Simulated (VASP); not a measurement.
# PtS2 (P-3m1) in VASP: further runs

Runs on PtS2. Level: r2SCAN. Tasks: single point.

Program: VASP 6.6.1. These are calculated values, not measurements. Logs are shortened: lines on timing, memory, paths and dates and some standing lists are left out, and cuts for length are marked.

## (1) Starting point

Symmetry: P-3m1, No. 164, trigonal system. The conventional cell has a = 3.543 Å, b = 3.543 Å, c = 5.039 Å, α = 90.00°, β = 90.00°, γ = 120.00°. Around Pt (site symmetry -3m) lie 6 S at 2.34 Å. S (site symmetry 3m) has 3 Pt at 2.34 Å as nearest neighbours.

## (2) Single point, r2SCAN

The input, INCAR:

```
SYSTEM = PtS2
  PREC = Accurate
  ENCUT = 350
  EDIFF = 1E-7
  ISMEAR = 0
  SIGMA = 0.05
  LREAL = .FALSE.
  LASPH = .TRUE.
  NELM = 100
  ALGO = Normal
  ISIF = 2
  LWAVE = .FALSE.
  LCHARG = .FALSE.
  METAGGA = R2SCAN
  LMIXTAU = .TRUE.
  ADDGRID = .FALSE.
```

The input, KPOINTS:

```
regular mesh
0
G
  6 6 4
  0 0 0
```

The input, POSCAR:

```
PtS2
1.0
    3.5432000000      0.0000000000      0.0000000000
   -1.7716000000      3.0685012107      0.0000000000
    0.0000000000      0.0000000000      5.0388000000
Pt S
1 2
Direct
    0.0000000000      0.0000000000      0.0000000000
    0.6666666667      0.3333333333      0.7730000000
    0.3333333333      0.6666666667      0.2270000000
```

Potentials or basis: VASP PAW PBE potentials, release 64 (Pt, S).

Launch:

```console
cat potpaw_PBE.64/Pt/POTCAR potpaw_PBE.64/S/POTCAR > POTCAR
mpirun -np 1 vasp_std > vasp.out
```

OUTCAR:

```text
SYSTEM = PtS2
   PREC = Accurate
   ENCUT = 350
   EDIFF = 1E-7
   ISMEAR = 0
   LREAL = .FALSE.
   LASPH = .TRUE.
   NELM = 100
   ISIF = 2
   METAGGA = R2SCAN

 Found     24 irreducible k-points:

 Following reciprocal coordinates:
            Coordinates               Weight
  0.000000  0.000000  0.000000      1.000000
  0.166667 -0.000000  0.000000      6.000000
  0.333333 -0.000000  0.000000      6.000000
  0.500000 -0.000000  0.000000      3.000000
  0.166667  0.166667  0.000000      6.000000
  0.333333  0.166667  0.000000     12.000000
   k-points           NKPTS =     24   k-points in BZ     NKDIM =     24   number of bands    NBANDS=     15
   number of dos      NEDOS =    301   number of ions     NIONS =      3
   total plane-waves  NPLWV =  18432
   dimension x,y,z NGX =    24 NGY =   24 NGZ =   32
   dimension x,y,z NGXF=    48 NGYF=   48 NGZF=   64
   ions per type =               1   2
   NGX,Y,Z   is equivalent  to a cutoff of  11.26, 11.26, 10.56 a.u.
   NGXF,Y,Z  is equivalent  to a cutoff of  22.52, 22.52, 21.12 a.u.
 SYSTEM =  PtS2
   PREC   = accura    normal or accurate (medium, high low for compatibility)
   ISTART =      0    job   : 0-new  1-cont  2-samecut
   ICHARG =      2    charge: 1-file 2-atom 10-const
   ISPIN  =      1    spin polarized calculation?
   LNONCOLLINEAR =      F non collinear calculations
   LSORBIT =      F    spin-orbit coupling
   LASPH  =      T    aspherical Exc in radial PAW
   ENCUT  =  350.0 eV  25.72 Ry    5.07 a.u.   5.40  5.40  7.69*2*pi/ulx,y,z
   NELM   =    100;   NELMIN=  2; NELMDL= -5     # of ELM steps
   EDIFF  = 0.1E-06   stopping-criterion for ELM
   LREAL  =      F    real-space projection
   EDIFFG = 0.1E-05   stopping-criterion for IOM
   NSW    =      0    number of steps for IOM
   IBRION =     -1    ionic relax: 0-MD 1-quasi-New 2-CG
   NFREE  =      0    steps in history (QN), initial steepest desc. (CG)
   ISIF   =      2    stress and relaxation
   ISYM   =      2    0-nonsym 1-usesym 2-fastsym
   POTIM  = 0.5000    time-step for ionic-motion
   TEBEG  =    0.0;   TEEND  =   0.0 temperature during run
   PSTRESS=    0.0 pullay stress
   NELECT =      22.0000    total number of electrons
   NUPDOWN=      -1.0000    fix difference up-down
   EMIN   =  10.00;   EMAX   =-10.00  energy-range for DOS
   EFERMI =   0.00;   METHOD = LEGACY
   ISMEAR =     0;   SIGMA  =   0.05  broadening in eV -4-tet -1-fermi 0-gaus
   EFERMI_NEDOS =   21; number of points for ismear=-14 and -15
   IALGO  =     38    algorithm
   IMIX   =      4    mixing-type and parameters
     AMIX     =   0.40;   BMIX     =  1.00
     AMIX_MAG =   1.60;   BMIX_MAG =  1.00
  volume/ion in A,a.u.               =      18.26       123.23
  Fermi-wavevector in a.u.,A,eV,Ry     =   1.207812  2.282434 19.848315  1.458810
  Thomas-Fermi vector in A             =   2.343439
   LORBIT       =      0    0 simple, 1 ext, 2 COOP (PROOUT), +10 PAW based schemes
   METAGGA = R2SCAN    functional components
   LHFCALC =     F    Hartree Fock is set to
   AEXX    =    0.0000 exact exchange contribution
   IVDW    =     0    specifies the selected vdW correction
   LEPSILON=     F    determine dielectric tensor
   LRPA    =     F    only Hartree local field effects (RPA)
 non-spin polarized calculation
 Gauss-broadening in eV      SIGMA  =   0.05
  energy-cutoff  :      350.00
  volume of cell :       54.78
 maximum number of plane-waves:       844
 NGX is ok and might be reduce to    24
   NGX = 11   NGY = 11   NGZ = 15

 number of electron      22.0000001 magnetization

 Free energy of the ion-electron system (eV)
  ---------------------------------------------------
  ext. energy  EPLUGINS =         0.00000000
  ---------------------------------------------------
  free energy    TOTEN  =       -68.73599973 eV

  energy without entropy =      -68.73599973  energy(sigma->0) =      -68.73599973

 E-fermi :   6.7687     XC(G=0): -11.2789

 val. band max:        6.4971542193   @ k =   0.0000   0.1667   0.2500
 cond. band min:       7.6339074811   @ k =   0.0000   0.3333   0.2500
 fundamental gap:      1.1367532618
 Fermi energy:         6.7687384909

 k-point     1 :       0.0000    0.0000    0.0000
  band No.  band energies     occupation
      1      -9.7022      2.00000
      2      -6.3371      2.00000
      3      -0.7902      2.00000
      4      -0.7902      2.00000
      5      -0.6613      2.00000
      6       2.3546      2.00000
      7       2.3546      2.00000
      8       4.6380      2.00000
      9       5.3279      2.00000
     10       5.3279      2.00000
     11       6.4199      2.00000
     12       9.1554      0.00000
     13       9.1554      0.00000
     14      11.7483      0.00000
     15      12.9056      0.00000

 k-point     2 :       0.1667   -0.0000    0.0000
  band No.  band energies     occupation
      1      -9.3226      2.00000
      2      -6.5734      2.00000
      3      -0.5358      2.00000
      4      -0.5042      2.00000
      5      -0.2631      2.00000
      6       1.7962      2.00000
      7       2.1077      2.00000
      8       3.7686      2.00000
      9       5.2175      2.00000
     10       5.2584      2.00000
     11       6.3923      2.00000
     12       8.2429      0.00000
     13       8.9746      0.00000
     14      12.8039      0.00000
     15      13.9384      0.00000
[... 41 lines left out ...]
      3      -0.2285      2.00000
      4      -0.0603      2.00000
      5       0.2937      2.00000
      6       1.1458      2.00000
      7       1.6220      2.00000
      8       3.2092      2.00000
      9       4.4745      2.00000
     10       4.7252      2.00000
     11       6.2570      2.00000
     12       8.0994      0.00000
     13       8.6600      0.00000
     14      13.1600      0.00000
     15      14.2988      0.00000

 k-point     6 :       0.3333    0.1667    0.0000
  band No.  band energies     occupation
      1      -7.7359      2.00000
      2      -7.2362      2.00000
      3      -0.8148      2.00000
      4      -0.0061      2.00000
      5       0.7995      2.00000
      6       1.4060      2.00000
      7       1.9060      2.00000
      8       3.0581      2.00000
      9       3.5149      2.00000
     10       3.9756      2.00000
     11       5.4017      2.00000
     12       8.0265      0.00000
     13       8.6181      0.00000
     14      12.6145      0.00000
     15      14.6522      0.00000

 [... further k-points ...]

------------------------ aborting loop because EDIFF is reached ----------------------------------------

  FORCE on cell =-STRESS in cart. coord.  units (eV):
  Direction    XX          YY          ZZ          XY          YZ          ZX
  --------------------------------------------------------------------------------------
  -------------------------------------------------------------------------------------
  Total        3.0751181      3.0751181      3.1684151     -0.0000000      0.0000000      0.0000000
  in kB       89.9338723     89.9338723     92.6624053     -0.0000000      0.0000000      0.0000000
  external PRESSURE =      90.8433833 kB  Pullay stress =       0.0000000 kB

 VOLUME and BASIS-vectors are now :
 -----------------------------------------------------------------------------
  energy-cutoff  :      350.00
  volume of cell :       54.78
      direct lattice vectors                 reciprocal lattice vectors
     3.543200000  0.000000000  0.000000000     0.282230752  0.162946001  0.000000000
    -1.771600000  3.068501211  0.000000000     0.000000000  0.325892001  0.000000000
     0.000000000  0.000000000  5.038800000     0.000000000  0.000000000  0.198459951

 POSITION                                       TOTAL-FORCE (eV/Angst)
 -----------------------------------------------------------------------------------
      0.00000      0.00000      0.00000         0.000000      0.000000      0.000000
      1.77160      1.02283      3.89499        -0.000000      0.000000     -1.211983
     -0.00000      2.04567      1.14381         0.000000      0.000000      1.211983
 -----------------------------------------------------------------------------------
    total drift:                                0.000000     -0.000000     -0.000000

  FREE ENERGIE OF THE ION-ELECTRON SYSTEM (eV)
  ---------------------------------------------------
  free  energy   TOTEN  =       -68.7359997344 eV

  energy  without entropy=      -68.7359997344  energy(sigma->0) =      -68.73599973
```

OSZICAR:

```text
N       E                     dE             d eps       ncg     rms          rms(c)
DAV:   1     0.298145580031E+02    0.29815E+02   -0.86688E+03   760   0.962E+02
DAV:   2    -0.722707457941E+02   -0.10209E+03   -0.99766E+02   930   0.213E+02
DAV:   3    -0.757211840367E+02   -0.34504E+01   -0.34397E+01   909   0.438E+01
[... 16 lines left out ...]
DAV:  20    -0.687360000391E+02    0.15178E-06   -0.30765E-09   416   0.518E-04    0.898E-04
DAV:  21    -0.687359995957E+02    0.44337E-06   -0.26305E-09   423   0.490E-04    0.552E-04
DAV:  22    -0.687360000347E+02   -0.43900E-06   -0.48327E-09   388   0.628E-04    0.706E-05
DAV:  23    -0.687359997517E+02    0.28300E-06   -0.77361E-10   402   0.245E-04    0.585E-05
DAV:  24    -0.687359997344E+02    0.17287E-07   -0.12987E-10   374   0.104E-04
   1 F= -.68736000E+02 E0= -.68736000E+02  d E =-.180761E-15
```

stdout:

```text
POSCAR found type information on POSCAR PtS
 POSCAR found :  2 types and       3 ions
 scaLAPACK will be used
 -----------------------------------------------------------------------------
|                                                                             |
|                                                                             |
|     You enforced a specific xc type in the INCAR file but a different       |
|     I HOPE YOU KNOW WHAT YOU ARE DOING!                                     |
|                                                                             |
 -----------------------------------------------------------------------------

 LDA part: xc-table for (None), standard interpolation
 POSCAR, INCAR and KPOINTS ok, starting setup
 FFT: planning ... GRIDC
 FFT: planning ... GRID_SOFT
 FFT: planning ... GRID
 WAVECAR not read
 entering main loop
```

It took 32 s on 1 thread of Intel Xeon Platinum 8559C (Emerald Rapids), shared host; peak memory 0.15 GiB.

The run converged, but some of its settings lie outside the range that counts as converged, so its numbers aren't taken as properties of the crystal.

What came out:

```yaml
Free_energy: -68.7360 eV
Pressure: 9.1 GPa
Largest_force: 1.212 eV/Å
Band_gap_on_the_k_mesh: 1.14 eV, indirect (least direct gap 1.67 eV)
```

Caveat: the PAW data sets were made with another functional, which shifts forces and pressure a little; spin-orbit coupling is left out, which moves the levels of the heavy elements.

## (3) Single point, r2SCAN

Changes to INCAR since step 2:

```diff
@@ -2,3 +2,3 @@
   PREC = Accurate
-  ENCUT = 350
+  ENCUT = 400
   EDIFF = 1E-7
```

KPOINTS is that of step 2.

POSCAR is that of step 2.

Potentials or basis: VASP PAW PBE potentials, release 64 (Pt, S).

Launch:

```console
cat potpaw_PBE.64/Pt/POTCAR potpaw_PBE.64/S/POTCAR > POTCAR
mpirun -np 1 vasp_std > vasp.out
```

Run time: 36 s. Hardware: 1 thread of Intel Xeon Platinum 8559C (Emerald Rapids), shared host; peak memory 0.16 GiB.

These settings aren't checked as converged: the numbers below hold their error.

What came out:

- Free energy: -68.7378 eV
- Pressure: 9.3 GPa
- Largest force: 1.212 eV/Å
- Band gap on the k mesh: 1.14 eV, indirect (least direct gap 1.67 eV)

Caveat: the PAW data sets were made with another functional, which shifts forces and pressure a little; spin-orbit coupling is left out, which moves the levels of the heavy elements.

## (4) Single point, r2SCAN

Changes to INCAR since step 3:

```diff
@@ -2,3 +2,3 @@
   PREC = Accurate
-  ENCUT = 400
+  ENCUT = 250
   EDIFF = 1E-7
```

The input, KPOINTS:

```
regular mesh
0
G
  11 11 7
  0 0 0
```

POSCAR is that of step 3.

Potentials or basis: VASP PAW PBE potentials, release 64 (Pt, S).

Launch:

```console
cat potpaw_PBE.64/Pt/POTCAR potpaw_PBE.64/S/POTCAR > POTCAR
mpirun -np 1 vasp_std > vasp.out
```

OUTCAR:

```text
SYSTEM = PtS2
   PREC = Accurate
   ENCUT = 250
   EDIFF = 1E-7
   ISMEAR = 0
   LREAL = .FALSE.
   LASPH = .TRUE.
   NELM = 100
   ISIF = 2
   METAGGA = R2SCAN

 Found     94 irreducible k-points:

 Following reciprocal coordinates:
            Coordinates               Weight
  0.000000  0.000000  0.000000      1.000000
  0.090909  0.000000  0.000000      6.000000
  0.181818  0.000000  0.000000      6.000000
  0.272727  0.000000  0.000000      6.000000
  0.363636 -0.000000  0.000000      6.000000
  0.454545 -0.000000  0.000000      6.000000
[... 188 lines left out ...]
  --------------------------------------------------------------------------------------
  -------------------------------------------------------------------------------------
  Total        2.5954282      2.5954282      2.6365566      0.0000000      0.0000000      0.0000000
  in kB       75.9050220     75.9050220     77.1078513      0.0000000      0.0000000      0.0000000
  external PRESSURE =      76.3059651 kB  Pullay stress =       0.0000000 kB

 VOLUME and BASIS-vectors are now :
 -----------------------------------------------------------------------------
  energy-cutoff  :      250.00
  volume of cell :       54.78
      direct lattice vectors                 reciprocal lattice vectors
     3.543200000  0.000000000  0.000000000     0.282230752  0.162946001  0.000000000
    -1.771600000  3.068501211  0.000000000     0.000000000  0.325892001  0.000000000
     0.000000000  0.000000000  5.038800000     0.000000000  0.000000000  0.198459951

 POSITION                                       TOTAL-FORCE (eV/Angst)
 -----------------------------------------------------------------------------------
      0.00000      0.00000      0.00000         0.000000     -0.000000      0.000000
      1.77160      1.02283      3.89499        -0.000000      0.000000     -1.240523
     -0.00000      2.04567      1.14381         0.000000      0.000000      1.240523
 -----------------------------------------------------------------------------------
    total drift:                               -0.000000      0.000000     -0.000000

  FREE ENERGIE OF THE ION-ELECTRON SYSTEM (eV)
  ---------------------------------------------------
  free  energy   TOTEN  =       -68.7261534679 eV

  energy  without entropy=      -68.7261534679  energy(sigma->0) =      -68.72615347
```

OSZICAR:

```text
N       E                     dE             d eps       ncg     rms          rms(c)
DAV:   1     0.865350941068E+01    0.86535E+01   -0.71497E+03  3067   0.721E+02
DAV:   2    -0.731918474540E+02   -0.81845E+02   -0.79895E+02  3667   0.186E+02
DAV:   3    -0.757092094005E+02   -0.25174E+01   -0.25113E+01  3576   0.366E+01
[... 19 lines left out ...]
DAV:  23    -0.687261535886E+02   -0.54287E-06   -0.44834E-10  1438   0.202E-04    0.164E-04
DAV:  24    -0.687261533079E+02    0.28071E-06   -0.13222E-10  1431   0.101E-04    0.446E-05
DAV:  25    -0.687261535362E+02   -0.22834E-06   -0.59414E-11  1424   0.709E-05    0.191E-05
DAV:  26    -0.687261534258E+02    0.11039E-06   -0.22031E-11  1431   0.427E-05    0.118E-05
DAV:  27    -0.687261534679E+02   -0.42126E-07   -0.47951E-12  1431   0.196E-05
   1 F= -.68726153E+02 E0= -.68726153E+02  d E =-.946996E-11
```

Wall time 82 s (1 thread of Intel Xeon Platinum 8559C (Emerald Rapids), shared host); peak memory 0.14 GiB.

The run converged, but a check on its numbers failed (symmetry, net force, bounds or a known fault of this set-up), so they aren't taken as properties of the crystal.

Caveat: the cutoff lies under the usual one of these potentials, so the numbers hold a large basis-set error; the PAW data sets were made with another functional, which shifts forces and pressure a little; spin-orbit coupling is left out, which moves the levels of the heavy elements; an odd mesh through Γ misses points on the zone boundary, where band edges often lie.

(Part 1 of 2 ends here.)
